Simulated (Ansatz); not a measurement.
## How many bands does the GW gap of Te2Mo (layers cut from the bulk crystal) need?

How do accuracy and time trade against each other in G0W0 on Te2Mo (layers cut from the bulk crystal)?

Main program and level: Ansatz 0.2.0; G0W0 on PBEsol, plane waves, PAW.

## (1) Set-up

The cell holds 9 atoms: 6 Te and 3 Mo. Cell: a = 3.437 Å, b = 3.437 Å, c = 57.100 Å, α = 90.0°, β = 90.0°, γ = 120.0°. It derives from Te2Mo. Regions: layer 1, 3 atoms (2 Te and 1 Mo); layer 2, 3 atoms (2 Te and 1 Mo); layer 3, 3 atoms (2 Te and 1 Mo). Vacuum lies along c.

The structure was relaxed with PBEsol-D3(BJ). The runs that relaxed it are not among those shown. Spin-orbit coupling is left out unless a step names it. The default PAW set here is soft_2. Its files were made with PBE. The Coulomb interaction is cut off across the vacuum.

## (2) 541 empty bands, screening to 55 eV

G0W0 replaces the xc potential by the self-energy, built once from these orbitals. Only a window of levels is corrected, while the sums run over the empty bands that the input names.

input.yaml

```yaml
crystal:
  lattice:
    - [3.4374183584, 0.0, 0.0]
    - [-1.7187091792, 2.9768916218, 0.0]
    - [0.0, 0.0, 57.1]
  atoms:
    - { symbol: Te, position: [0.3333333333, 0.6666666667, 0.351464236] }
    - { symbol: Mo, position: [0.6666666667, 0.3333333333, 0.3832459711] }
    - { symbol: Te, position: [0.3333333333, 0.6666666667, 0.4150962084] }
    - { symbol: Te, position: [0.6666666667, 0.3333333333, 0.4682248637] }
    - { symbol: Mo, position: [0.3333333333, 0.6666666667, 0.5] }
    - { symbol: Te, position: [0.6666666667, 0.3333333333, 0.5317751363] }
    - { symbol: Te, position: [0.3333333333, 0.6666666667, 0.5849037916] }
    - { symbol: Mo, position: [0.6666666667, 0.3333333333, 0.6167540289] }
    - { symbol: Te, position: [0.3333333333, 0.6666666667, 0.648535764] }
  periodic: [true, true, false]
kpoints:
  mp_grid: { grid: [9, 9, 1] }
hamiltonian:
  xc: pbesol
scf:
  occupations: { method: fixed }
gw:
  n_empty_bands: 541
  ecut_chi: 55
  qp_bands: [v2, c2]
  qp_kpoints: band_edges
  screening: { model: contour_deformation }
```

Launch:

```console
ansatz run input.yaml --threads 32 --pin off --max-ram 129024MiB --backend cuda --events-out ev --progress --plain --runs-dir out --devices 1 --max-vram 157GiB  # rebuilt from the run's record
```

Numbers of over 12 decimals in the logs are rounded to 6 here.

Output:

```text
GPUs: using 1 of 1 available (devices: 1).
Engine: ansatz 0.2.0, aarch64-unknown-linux-gnu
Pseudopotentials: kind: paw
Pseudopotential: Te, paw, valence charge 16, recommended cutoff 420 eV (normal), Te.paw.azcp
Pseudopotential: Mo, paw, valence charge 14, recommended cutoff 420 eV (normal), Mo.paw.azcp
Functional definition: PBEsol
  exchange = pbesol_x
  correlation = pbesol_c
[...]
Crystal: 9 atoms, lattice volume = 584.294 Å³
Basis set: ecut = 420 eV, 11351 PW (Γ)
Bands: 83, of which v1, the nominal top of the filled ones, is band 69 counted from 1 (68 counted from 0)
Symmetry: 12 space group operations
Space group: P-6m2 (ITA 187), of the structure as read, at distance tolerance 8.4e-5 Å
k-points: 12 of 81 (time reversal used)
Non-local potential: Te, projectors of the file, l = 0: 2, l = 1: 2, l = 2: 2, l = 3: 2
Non-local potential: Mo, projectors of the file, l = 0: 3, l = 1: 2, l = 2: 2, l = 3: 1
PAW form: soft (Blöchl's): semilocal exchange-correlation on the pseudo side does not see the compensation charge
PAW frozen core: Te, regenerated for the run's functional, and the local potential with it (the file was generated under x = pbe(κ = 0.804, μ = 0.219515), c = pbe(β = 0.066725))
PAW frozen core: Mo, regenerated for the run's functional, and the local potential with it (the file was generated under x = pbe(κ = 0.804, μ = 0.219515), c = pbe(β = 0.066725))
PAW one-centre angular grid: Te, 590 points (default); XC on 64 Gauss nodes
PAW one-centre angular grid: Mo, 590 points (default); XC on 64 Gauss nodes
Initial density: superposition of atomic densities (neutral atoms: chi_scale 0, normalization atom), corrected by the library's trained network
Initial wavefunctions: pseudopotential atomic-orbital guess
[...]
Functional: x = pbesol(κ = 0.804, μ = 0.123457), c = pbesol(β = 0.046)
SCF iter   1: F=—  HF=-56103.865493 eV  |F-HF|=—  |Δ(HF+E_count)|=         —  Δρ=3.74e-3  dr2=1.71e-1  ethr=1.77e-3  ⟨swp⟩=7.7  Hψ=4573  notcnv=0  defer=134
preconditioner: auto → Resta (q_TF=auto, 2.145 Å⁻¹)  ε∞=3.3  [insulator: Δε(μ)=0.607 eV  Ē_g=7.485 eV  n_scr=80 (ndim 8)  ℏωp=11.3 eV  f_vac=0.636  ε∞_Penn≈3.3  vacuum switching on, ρ_ref=4.1e-3 e/Å³]
SCF iter   2: F=—  HF=-56103.875194 eV  |F-HF|=—  |Δ(HF+E_count)|=   9.70e-3  Δρ=2.69e-3  dr2=3.52e-1  ethr=1.24e-4  ⟨swp⟩=4.3  Hψ=1878  notcnv=0  defer=144
SCF iter   3: F=—  HF=-56103.853708 eV  |F-HF|=—  |Δ(HF+E_count)|=   2.15e-2  Δρ=1.39e-3  dr2=2.15e-2  ethr=1.24e-4  ⟨swp⟩=3.8  Hψ=1391  notcnv=0  defer=143
SCF iter   4: F=—  HF=-56103.856337 eV  |F-HF|=—  |Δ(HF+E_count)|=   2.63e-3  Δρ=1.05e-3  dr2=2.13e-2  ethr=1.56e-5  ⟨swp⟩=3.7  Hψ=1656  notcnv=0  defer=144
SCF iter   5: F=—  HF=-56103.854694 eV  |F-HF|=—  |Δ(HF+E_count)|=   1.64e-3  Δρ=2.13e-4  dr2=1.91e-4  ethr=1.54e-5  ⟨swp⟩=3.0  Hψ=1279  notcnv=0  defer=144
SCF iter   6: F=—  HF=-56103.854735 eV  |F-HF|=—  |Δ(HF+E_count)|=   4.02e-5  Δρ=1.03e-4  dr2=1.92e-4  ethr=1.38e-7  ⟨swp⟩=4.0  Hψ=2301  notcnv=0  defer=143
[...]
iter 10 met the thresholds in force, and the SCF goes on: an eigenvalue changes by 2.38 meV, over its tolerance of 2.00 meV (output.eigenvalues, Limitations)
SCF iter  10: F=-56103.854720 eV  HF=-56103.854720 eV  |F-HF|=4.52e-9  |Δ(HF+E_count)|=   3.52e-7  Δρ=1.94e-6  dr2=7.26e-8  ethr=7.25e-11  ⟨swp⟩=23.9  Hψ=6412  notcnv=0
SCF iter  11: F=-56103.854720 eV  HF=-56103.854720 eV  |F-HF|=4.32e-9  |Δ(HF+E_count)|=   3.17e-8  Δρ=8.73e-7  dr2=1.52e-8  ethr=5.26e-11  ⟨swp⟩=2.4  Hψ=2461  notcnv=0
SCF 1 converged in 11 iterations: F = -56103.854720 eV  dr2 = 1.52e-8
  greatest PAW one-centre occupation: 0.999 electrons in one spin orbital (limit 2), on the Mo atom at site 4 (counted from 0), in its partial waves of l = 0
[...]
NSCF: frozen V_eff on 12 k-points
the band table was solved once the SCF had ended and its energy, with any forces and stress, was formed, with the checks that follow a solve (5419 applications of the Hamiltonian). They found nothing against the state; the energy, forces and stress were not computed again (output.eigenvalues in the input reference)
[...]
NSCF: frozen V_eff on 12 k-points
WARN: eigensolver did not converge (k=1): 2 band(s) unlocked after 6 eigensolves, warm-restarted (20 sweeps on the last) at ethr=9.45e-12 eV (storage-precision floor; scheduled 1.00e-12 eV) (lowest unlocked band 613, counted from 0; max residual 9.70e-4 eV among the unlocked bands, 9.70e-4 eV over every band; other slots of this pass that fall short are told together in one closing line; warning suppressed until the next SCF loop or pass starts)
G₀W₀ screening: q 1/12
[... further progress lines ...]
[...]
NSCF: frozen V_eff on 1 k-points
SCF converged after 11 iterations
an eigenvalue changed by more than its tolerance at an iteration that met the thresholds in force, so the SCF went on 1 time: the last check found none over its tolerance
Free energy (F): -56103.854720 eV
Harris-Foulkes:  -56103.854720 eV  (|F-HF|=4.32e-9)
Internal energy: -56103.854720 eV  (E = F + TS)
E sigma→0 (E₀):  -56103.854720 eV
Fermi energy:    -4.581127 eV
--- Per-component energies (eV) ---
  E_band       = -4089.743504
  E_kinetic    = 2424.900884
  E_local      = -1312079.840942  (includes V_loc(G=0)·N_el)
  E_nonlocal   = -1408.323287
  E_hartree    = 655507.600266
  E_xc         = -1294.706758
  E_vxc        = -1320.119195  (∫ρ·V_xc dr)
  E_paw        = -36943.345532  (= ΣΔE_a)
  E_vpaw       = -2721.595815  (= ΣTr[D̂ρ^β])
  E_aug_tail   = -0.000977  (compensation charges beyond the density's cutoff)
  E_ewald      = 637686.984836
  E_core_change = 2.876789  (= ΣΔE_core)
  E_smearing   = -0.000000  (= −TS)
  E_closure    = -0.000000  (closes the sum)
  Σ components = -56103.854720   (vs F -56103.854720, Δ=0.00e0)
--- Band table (eV; the first three rows and the last of 12) ---
[... rows of the band table ...]
  ° read free of the cell's end (the report's vacuum.weakly_bound_levels)
--- G₀W₀: contour deformation, 7 samples at zero and on the imaginary axis and 2 off it, 81 q-points, 541 empty bands' worth ---
  eigenvalues of the whole cell's RPA ε∞ on this k-mesh (on a slab, of 1 + 4πα/V) = 1.3254, 7.9809, 7.9809; static W/v taken at q = 0 is 0.245542
  band pass: the eigensolver left bands unlocked in 1 slot; of largest residual, k=1: 1 band unlocked, the lowest band 614 (counted from 1), max residual 9.70e-4 eV over all its bands; `*` marks the rows of those k-points, and any row can be off: every row's sums read bands of every k-point
  gw.qp_kpoints: band_edges: 11 of 12 stored k-points solved, in 1 pass; an edge of the gap read off the rows below is read off those points alone
    valence top: of the k-points left out ik 2 came nearest to being solved in a further pass, in band 69 (counted from 1, as in the quasiparticle table): it holds the edge there only if its correction is more favourable than any solved in that band by at least 0.795 eV; those differ by 0.254 eV
    conduction bottom: of the k-points left out ik 2 came nearest to being solved in a further pass, in band 70 (counted from 1, as in the quasiparticle table): it holds the edge there only if its correction is more favourable than any solved in that band by at least 0.629 eV; those differ by 0.203 eV
    ik  band        ε_KS         Σx   Σc(E_QP)       V_xc       Z   E_QP_lin       E_QP  E_QP is
     0    68     -4.5842   -17.4125     0.8076   -16.8229  0.7514    -4.3670    -4.3662  root
     0    69     -4.5811   -18.4996     0.5354   -18.3328  0.7370    -4.2145    -4.2126  root
     0    70     -1.6287   -12.7175    -3.7123   -17.0528  0.7304    -0.9940    -1.0058  root
     0    71     -1.6287   -12.7175    -3.7123   -17.0528  0.7304    -0.9940    -1.0058  root
     1    68     -4.7788   -18.2938     0.6981   -17.9244  0.7392    -4.4519    -4.4501  root *
     1    69     -4.6235   -17.1614     0.8962   -16.4454  0.7570    -4.4439    -4.4434  root *
     1    70     -2.2117   -12.9946    -3.7286   -17.3561  0.7272    -1.5654    -1.5789  root *
     1    71     -2.1970   -13.0587    -3.6985   -17.4294  0.7367    -1.5097    -1.5248  root *
     3    68     -5.3678   -18.1292     1.2079   -17.1625  0.7299    -5.1281    -5.1267  root
     3    69     -5.2894   -18.3025     1.1213   -17.4581  0.7323    -5.0141    -5.0125  root
     3    70     -3.5202   -14.1379    -3.6532   -18.4871  0.7243    -2.8085    -2.8242  root
     3    71     -3.3248   -13.9381    -3.7578   -18.3899  0.7197    -2.6130    -2.6308  root
     4    68     -5.0395   -16.9196     1.1162   -15.9391  0.7484    -4.9041    -4.9037  root
     4    69     -4.8779   -17.1598     1.0122   -16.3289  0.7520    -4.6972    -4.6966  root
     4    70     -3.2651   -16.0732    -3.8327   -20.7166  0.7069    -2.4300    -2.4544  root
     4    71     -3.2235   -14.5924    -4.0111   -19.3396  0.7121    -2.4661    -2.4873  root
     5    68     -5.2211   -18.1129     0.9907   -17.4000  0.7347    -4.9452    -4.9434  root
     5    69     -5.0196   -17.0622     1.0673   -16.1458  0.7540    -4.8692    -4.8687  root
     5    70     -3.1098   -13.0877    -3.4062   -17.1036  0.7363    -2.4868    -2.5001  root
     5    71     -2.9598   -13.1466    -3.5048   -17.2924  0.7322    -2.3038    -2.3188  root
     6    68     -5.4053   -18.7975     1.1604   -17.9578  0.7182    -5.0870    -5.0846  root
     6    69     -5.3395   -18.8515     1.1065   -18.0834  0.7224    -5.0036    -5.0010  root
     6    70     -3.8319   -13.5441    -3.1828   -17.3495  0.7374    -3.1985    -3.2092  root
     6    71     -3.5560   -13.5077    -3.3392   -17.4941  0.7328    -2.8961    -2.9088  root
     7    68     -5.2019   -17.7208     0.9895   -16.9791  0.7279    -4.9555    -4.9541  root
     7    69     -5.0973   -17.8321     0.9516   -17.1473  0.7337    -4.8318    -4.8304  root
     7    70     -3.6885   -14.3588    -3.4536   -18.5058  0.7265    -2.9814    -2.9950  root
     7    71     -3.4322   -14.2092    -3.5620   -18.4640  0.7224    -2.7231    -2.7394  root
[...]
10    68     -5.1098   -17.7779     0.6777   -17.4153  0.7189    -4.7967    -4.7947  root
    10    69     -4.9693   -18.0703     0.5841   -17.8449  0.7226    -4.6128    -4.6105  root
    10    70     -3.5370   -14.8679    -3.5985   -19.1891  0.7201    -2.7974    -2.8142  root
    10    71     -3.4353   -13.5436    -3.4887   -17.6872  0.7353    -2.7677    -2.7804  root
    11    68     -4.9498   -17.8141     0.4727   -17.6874  0.7183    -4.6060    -4.6039  root
    11    69     -4.7828   -18.2279     0.3635   -18.2689  0.7204    -4.3807    -4.3783  root
    11    70     -3.6879   -12.8754    -3.3001   -16.7836  0.7455    -3.0708    -3.0799  root
    11    71     -3.5548   -15.4346    -3.6822   -19.8783  0.7181    -2.7752    -2.7933  root
```

It took 56 s on 1 × NVIDIA GB200 with 32 threads of Arm Neoverse V2, shared host; peak memory 4 GiB.

In the SCF lines HF is the Harris–Foulkes energy and dr2 the Hartree energy of the density residual, in eV; the loop may stop once dr2 is under the threshold and the program's other checks hold. Hψ counts applications of the Hamiltonian.

This step gave:

* bands summed: 610
* plane waves in the screening matrix: 525
* q-points in the mesh: 81
* G0W0 gap on the mesh: 0.9128 eV
* k of the valence top: 0, 0, 0
* k of the conduction bottom: 0.2222, 0.2222, 0
* starting gap on the mesh: 0.6431 eV
* Z at the valence top: 0.7370
* Z at the conduction bottom: 0.7347
* least direct G0W0 gap on the computed points: 1.298 eV

The gap on the mesh goes from 0.64 eV to 0.91 eV, a correction of +0.27 eV. Between the two edge states, bare exchange in place of the xc potential would open the gap by 3.98 eV, and correlation takes back 3.72 eV.

## (3) 1326 empty bands, screening to 100 eV

Another rung: the empty bands reach about as high as the screening cutoff, so the two stay in balance.

input.yaml, as its differences from that of step 2:

```diff
@@ -22,5 +22,6 @@
   occupations: { method: fixed }
+  convergence: { dr2_threshold: 1.0e-10 }
 gw:
-  n_empty_bands: 541
-  ecut_chi: 55
+  n_empty_bands: 1326
+  ecut_chi: 100.0
   qp_bands: [v2, c2]
```

Output:

```text
GPUs: using 1 of 1 available (devices: 1).
[...]
Crystal: 9 atoms, lattice volume = 584.294 Å³
Basis set: ecut = 420 eV, 11351 PW (Γ)
Bands: 83, of which v1, the nominal top of the filled ones, is band 69 counted from 1 (68 counted from 0)
[... 1 set-up line as in the run before ...]
[...]
k-points: 12 of 81 (time reversal used)
[...]
SCF iter   1: F=—  HF=-56103.865493 eV  |F-HF|=—  |Δ(HF+E_count)|=         —  Δρ=3.74e-3  dr2=1.71e-1  ethr=1.77e-3  ⟨swp⟩=7.7  Hψ=4573  notcnv=0  defer=134
[...]
SCF iter   6: F=—  HF=-56103.854735 eV  |F-HF|=—  |Δ(HF+E_count)|=   4.02e-5  Δρ=1.03e-4  dr2=1.92e-4  ethr=1.38e-7  ⟨swp⟩=4.0  Hψ=2301  notcnv=0  defer=143
[...]
SCF iter  13: F=—  HF=-56103.854720 eV  |F-HF|=—  |Δ(HF+E_count)|=  3.78e-10  Δρ=2.81e-7  dr2=2.06e-9  ethr=9.59e-12  ⟨swp⟩=2.6  Hψ=1198  notcnv=0  defer=132
[...]
SCF iter  15: F=-56103.854720 eV  HF=-56103.854720 eV  |F-HF|=4.73e-10  |Δ(HF+E_count)|=  2.91e-10  Δρ=3.25e-8  dr2=1.95e-11  ethr=1.00e-12  ⟨swp⟩=23.3  Hψ=6024  notcnv=0
SCF 1 converged in 15 iterations: F = -56103.854720 eV  dr2 = 1.95e-11
[...]
NSCF: frozen V_eff on 12 k-points
[...]
G₀W₀ screening: q 1/12
[... further progress lines ...]
[...]
SCF converged after 15 iterations
Free energy (F): -56103.854720 eV
[...]
Internal energy: -56103.854720 eV  (E = F + TS)
E sigma→0 (E₀):  -56103.854720 eV
Fermi energy:    -4.580971 eV
[...]
--- Band table (eV; the first three rows and the last of 12) ---
[... rows of the band table ...]
  ° read free of the cell's end (the report's vacuum.weakly_bound_levels)
[...]
0    68     -4.5841   -17.4125     0.4756   -16.8229  0.7467    -4.6983    -4.6981  root
     0    69     -4.5810   -18.4996     0.2158   -18.3328  0.7313    -4.5321    -4.5320  root
     0    70     -1.6285   -12.7175    -4.0513   -17.0528  0.7250    -1.3420    -1.3446  root
     0    71     -1.6285   -12.7175    -4.0513   -17.0528  0.7250    -1.3420    -1.3446  root
     1    68     -4.7787   -18.2938     0.3799   -17.9244  0.7338    -4.7682    -4.7682  root
     1    69     -4.6233   -17.1614     0.5570   -16.4454  0.7526    -4.7828    -4.7824  root
     1    70     -2.2115   -12.9946    -4.0345   -17.3561  0.7213    -1.8813    -1.8845  root
     1    71     -2.1969   -13.0587    -4.0050   -17.4294  0.7316    -1.8272    -1.8312  root
[...]
11    68     -4.9496   -17.8141     0.2220   -17.6874  0.7126    -4.8545    -4.8543  root
    11    69     -4.7826   -18.2279     0.0946   -18.2690  0.7144    -4.6474    -4.6471  root
    11    70     -3.6878   -12.8754    -3.5224   -16.7836  0.7414    -3.2989    -3.3021  root
    11    71     -3.5547   -15.4346    -3.9571   -19.8783  0.7110    -3.0613    -3.0682  root
```

Wall time 3.3 min (1 × NVIDIA GB200 with 32 threads); peak memory 8.5 GiB; 9.1 min of CPU time.

Numbers from this step:

```
bands summed                                 : 1395
plane waves in the screening matrix          : 1311
q-points in the mesh                         : 81
G0W0 gap on the mesh                         : 0.9864 eV
k of the valence top                         : 0, 0, 0
k of the conduction bottom                   : 0.2222, 0.2222, 0
starting gap on the mesh                     : 0.6431 eV
Z at the valence top                         : 0.7313
Z at the conduction bottom                   : 0.7291
least direct G0W0 gap on the computed points : 1.345 eV
```

Against the run with 9×9×1 mesh, 541 empty bands, screening to 55 eV, the gap moves by +0.07 eV.

## (4) Side by side

Times are wall times on 1 × NVIDIA GB200 with 32 threads of Arm Neoverse V2, shared host, good to a factor of about two.

```csv
mesh,files,frequency,bands summed,cutoff (eV),start (eV),G0W0 (eV),time,host memory (GiB)
9×9×1,default PAW,contour deformation,610,55,0.643,0.913,56 s,4.0
9×9×1,default PAW,contour deformation,1395,100,0.643,0.986,3.3 min,8.5
```

The parts of the quasiparticle energy at the two band edges (eV; QP = start + Σx + Σc − Vxc):

```
       run               edge  start      Σx     Σc     Vxc     Z     QP
 610 bands        valence top  -4.58  -18.50   0.54  -18.33  0.74  -4.21
 610 bands  conduction bottom  -3.94  -13.90  -3.18  -17.72  0.73  -3.30
1395 bands        valence top  -4.58  -18.50   0.22  -18.33  0.73  -4.53
1395 bands  conduction bottom  -3.94  -13.90  -3.43  -17.72  0.73  -3.55
```

## (5) Outcome

- 610 bands, 55 eV: 0.913 eV
- 1395 bands, 100 eV: 0.986 eV
- estimated limit in bands and cutoff: 1.04 eV
- mesh and start: 9×9×1, PBEsol

What this shows: A line in one over the bands through the two rungs gives 1.04 eV, +0.06 eV from the top rung; with two points alone it is an unchecked estimate. The rungs stand 0.13 eV (610 bands) and 0.06 eV (1395 bands) from it. From 610 to 1395 bands the gap moves by +0.07 eV while the time grows 3.6-fold. Σc changes by −0.32 eV at the valence top and −0.25 eV at the conduction bottom, so the levels themselves move more than the gap between them. The mesh in the plane is coarse for a sheet; gap and any exciton binding can still move on denser ones. The many-body steps are scalar-relativistic: spin-orbit coupling is not in them.

[Paths, hosts, dates, memory and timing lines, banners, echoed tables and standing remarks are left out of the program output.]

[Logs are printed without paths, hosts, clocks, repeated set-up lines and the standing remarks that a program may print on its own settings, such as how far it seeks lower states.]

[Runs of the session that timed out or met a known fault of the program may be left out.]

[Cells called generated may have been cut or substituted from an entry of the Crystallography Open Database or the Materials Project.]

[Hosts, paths, dates, database ids (printed as entryN), source tags and the programs' standing remarks are cut or masked in the printed files.]
